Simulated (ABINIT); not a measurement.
A calculation with ABINIT 10.8.3 (patched build) of Si (ASE script, structure from a POSCAR):

File run.py:

```python
import json, os
import numpy as np
from ase.units import GPa
from ase.calculators.abinit import Abinit, AbinitProfile
from ase.io import read

atoms = read('POSCAR')

profile = AbinitProfile(command='abinit', pp_paths=[os.path.abspath('pseudos')])
params = dict(
    pps='pawxml', xc='PBE',
    chksymtnons=0,
    tolsym=1e-06,
    ecut=408.1708,
    pawecutdg=816.3416,
    pawxcdev=0,
    kptopt=1,
    ngkpt=[8, 8, 7],
    nshiftk=1,
    shiftk=[0.0, 0.0, 0.0],
    ixc=11,
    nband=10,
    occopt=3,
    tsmear=0.05,
    nstep=100,
    tolvrs=1e-09,
    prtwf=0,
    prtden=0,
)

atoms.calc = Abinit(profile=profile, directory='run', **params)
energy = atoms.get_potential_energy()
forces = atoms.get_forces()
stress = atoms.get_stress()
print(f'energy {energy:.6f} eV')
print('forces (eV/A)')
print(np.round(forces, 5))
print('stress (GPa, Voigt, tension positive)', np.round(stress / GPa, 4))
json.dump(dict(energy=energy, forces=forces.tolist(), stress=stress.tolist(), cell=atoms.cell.tolist(), frac=atoms.get_scaled_positions(wrap=False).tolist()), open('results.json', 'w'))
```

File POSCAR:

```
Si
1.0
    1.8377000000     -4.6347100000      0.0000000000
    1.8377000000      4.6347100000      0.0000000000
    0.0000000000      0.0000000000      3.6152000000
Si
3
Direct
    0.6714100000      0.3285900000      0.5000000000
    0.3285900000      0.6714100000      0.5000000000
    0.5000000000      0.5000000000      0.0000000000
```

Potentials or basis: JTH PAW PBE v2.0.

Run with:

```sh
$ python run.py
```

The cell was built by a generator and needn't be a form met in nature.

Problem. Write the same calculation in another form: native input, structure from a POSCAR.

Solution. As run:

The input run.abi:

```
pp_dirpath "./"
pseudos "Si.GGA_PBE-JTH.xml"

structure "poscar:POSCAR"
natom 3
chkprim 0
chksymtnons 0
tolsym 1.0e-6

ecut 15.0
pawecutdg 30.0
pawxcdev 0

kptopt 1
ngkpt 8 8 7
nshiftk 1
shiftk 0.0 0.0 0.0

ixc 11

nband 10
occopt 3
tsmear 0.00183747

nstep 100
tolvrs 1.0e-9

iomode 3
prtwf 0
prtden 0
prteig 0
prtebands 0
enunit 2
```

File POSCAR:

```
Si
1.0
    1.8377000000     -4.6347100000      0.0000000000
    1.8377000000      4.6347100000      0.0000000000
    0.0000000000      0.0000000000      3.6152000000
Si
3
Direct
    0.6714100000      0.3285900000      0.5000000000  Si
    0.3285900000      0.6714100000      0.5000000000  Si
    0.5000000000      0.5000000000      0.0000000000  Si
```

Potentials or basis: JTH PAW PBE v2.0.

Run with:

```sh
$ abinit run.abi > log 2>&1
```

Both were run:

|  | ASE script, structure from a POSCAR | native input, structure from a POSCAR |
| --- | --- | --- |
| Pressure | -0.1 GPa | -0.1 GPa |
| Largest force | 0.018 eV/Å | 0.018 eV/Å |
| Band gap on the k mesh | none (metal or under the smearing width) | none (metal or under the smearing width) |
| Valence electrons inside the program's atomic spheres | Si 1.52, 1.50 (radii [1.0104] Å) | Si 1.52, 1.50 (radii [1.0104] Å) |

Keys that steer only the numerical path or the files written may differ.
